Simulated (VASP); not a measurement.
## Ba under changes of volume

One of the cells (58.832 Å³/atom); the others are scaled copies at fixed shape and fractional positions:

```
Ba
1.0
     4.02614    0.00000    0.00000
     0.00000    4.02614    0.00000
     0.00000    0.00000    3.62942
Ba
1
Direct
  0.50000 0.50000 0.50000
```

This isn't the form of Ba at room conditions, which is bcc.

| Property | Result |
| --- | --- |
| Program | VASP 6.6.1 |
| Functional | PBE |
| Potentials or basis | VASP PAW PBE potentials, release 64 (Ba_sv) |
| Cutoff | 520 eV |
| k mesh | 7 × 7 × 7 |
| Occupations | fermi-dirac, width 0.05 eV |
| Spin | no spin polarisation |

| volume (Å³/atom) | energy over the lowest point (meV/atom) | pressure (GPa) |
| --- | --- | --- |
| 54.218 | 34.69 | 1.4 |
| 55.371 | 25.24 | 1.2 |
| 56.525 | 17.47 | 1.0 |
| 58.832 | 6.29 | 0.6 |
| 59.986 | ? | ? |
| 61.139 | 0.00 | 0.3 |

Task: What does the run at 59.986 Å³/atom give?

Result: Energy over the lowest point 2.58 meV/atom; pressure 0.4 GPa.

Worked out: A Birch-Murnaghan fit of order 3 (a polynomial in V^(-2/3)) to the other rows has no minimum within the range. It gives 2.60 meV/atom at 59.986 Å³/atom, against the run's 2.58, and -dE/dV = 0.4 GPa, against 0.4.

Energies are extrapolated to zero smearing.
